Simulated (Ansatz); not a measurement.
# Pb: strain and displacement

```yaml
crystal:
  lattice:
    - [-1.97966, 1.97966, 1.97966]
    - [1.97966, -1.97966, 1.97966]
    - [1.97966, 1.97966, -1.97966]
  atoms:
    - { symbol: Pb, position: [0.00000, 0.00000, 0.00000] }
```

The conventional cell has a = 3.959 Å, b = 3.959 Å, c = 3.959 Å, α = 90.00°, β = 90.00°, γ = 90.00°. Around Pb (atom 1) lie 8 Pb at 3.43 Å.

Structure from Materials Project entry mp-22692 (possibly hypothetical), not relaxed further.

No spin–orbit coupling, which matters for the heavy atoms here.

Theory: DFT, PBEsol, all-electron PAW with datasets made for the crystal, scalar-relativistic in Ansatz 0.2.0.

Numerical set-up: a Γ-centred 13×13×13 k mesh, Fermi–Dirac smearing of 0.08 eV, cutoff 260 eV (chosen by the program for this cell), no spin polarisation.

The unchanged cell is at -1.59 GPa, so energy changes include a term −P ΔV where the volume moves.

In a metal, stresses and small energies carry noise from the k mesh.

x, y and z are the Cartesian axes of the cell as listed; fractional coordinates follow a strain, and an engineering shear is twice the off-diagonal strain component.

With equal xy, yz and zx engineering shear strains of +4 %: energy change +9 meV/atom; stress change (xx, yy, zz, yz, xz, xy) 0.21, 0.21, 0.21, -0.69, -0.69, -0.69 GPa, compression positive.

Question: With this change (x and y strained by +1.5 %, z held), what becomes of the energy and stress?

Answer: Energy change +12 meV/atom; stress change (xx, yy, zz, yz, xz, xy) -0.95, -0.95, -1.31, 0.00, 0.00, 0.00 GPa, compression positive.
